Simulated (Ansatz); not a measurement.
Crystal: Mo.

```
Mo
1.0
    -1.58381    1.58381    1.58381
     1.58381   -1.58381    1.58381
     1.58381    1.58381   -1.58381
Mo
1
Direct
  0.00000 0.00000 0.00000
```

```yaml
Program: Ansatz 0.2.0
Task: relaxation of cell and atoms
Functional: LDA
Potentials_or_basis: all-electron LAPW, scalar-relativistic
Basis_error_allowed: 0.001 eV/atom
k_mesh: 12 × 12 × 12
Occupations: fermi-dirac, width 0.05 eV
Spin: no spin polarisation
```

At the start: volume 15.89 Å³/atom.

Task: Where does the relaxation end?

Result: Over 5 steps the energy falls by 38.3 meV/atom and the volume is 15.06 Å³/atom (-5.2 %); space group Im-3m (No. 229, to 0.05 Å).

The path:
| step | energy change (eV) | largest force (eV/Å) | volume (Å³) |
| --- | --- | --- | --- |
| 1 | 0.0000 | 0.0000 | 15.89 |
| 2 | -0.0374 | 0.0000 | 15.19 |
| 3 | -0.0383 | 0.0000 | 15.05 |
| 4 | -0.0383 | 0.0000 | 15.06 |
| 5 | -0.0383 | 0.0000 | 15.06 |

Final structure:
```
CELL_PARAMETERS angstrom
-1.55579 1.55579 1.55579
1.55579 -1.55579 1.55579
1.55579 1.55579 -1.55579
ATOMIC_POSITIONS crystal
Mo 0.00000 0.00000 0.00000
```
